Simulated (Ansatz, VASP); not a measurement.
## Si in VASP and in Ansatz

```
CELL_PARAMETERS angstrom
3.83132 0.00000 0.00000
-1.91566 3.31802 0.00000
0.00000 0.00000 6.33262
ATOMIC_POSITIONS crystal
Si 0.33333 0.66667 0.06301
Si 0.66667 0.33333 0.56301
Si 0.33333 0.66667 0.43699
Si 0.66667 0.33333 0.93699
```

This isn't the form of Si at room conditions, which is diamond.

Alike in both runs: task single point; functional r2SCAN; k mesh 6 × 6 × 4; occupations gaussian, width 0.1 eV; no spin polarisation.

|  | VASP | Ansatz |
| --- | --- | --- |
| version | VASP 6.6.1 | Ansatz 0.2.0 |
| potentials or method | VASP PAW PBE potentials, release 64 (Si) | scalar-relativistic, plane waves, PAW |
| plane-wave cutoff (eV) | 520 | 500 |
| valence electrons in the cell | 16 | 16 |

Ansatz gave:

- gap on the k mesh at the Fermi level (eV): 0.60
- least direct gap on the mesh (eV): 1.36
- pressure (GPa): 0.2
- rms of the force components (eV/Å): 0.006

Problem. Estimate VASP's values.

Solution. gap on the k mesh at the Fermi level (eV): 0.61; least direct gap on the mesh (eV): 1.37; pressure (GPa): 0.0; rms of the force components (eV/Å): 0.007.

Atom by atom the forces differ by 0.001 eV/Å (rms over components).

Caveats: the PAW data sets were made with another functional, which shifts forces and pressure a little (VASP). A k mesh can miss the band edges. r2SCAN opens gaps a little over a GGA but as a rule still falls short of measured ones.
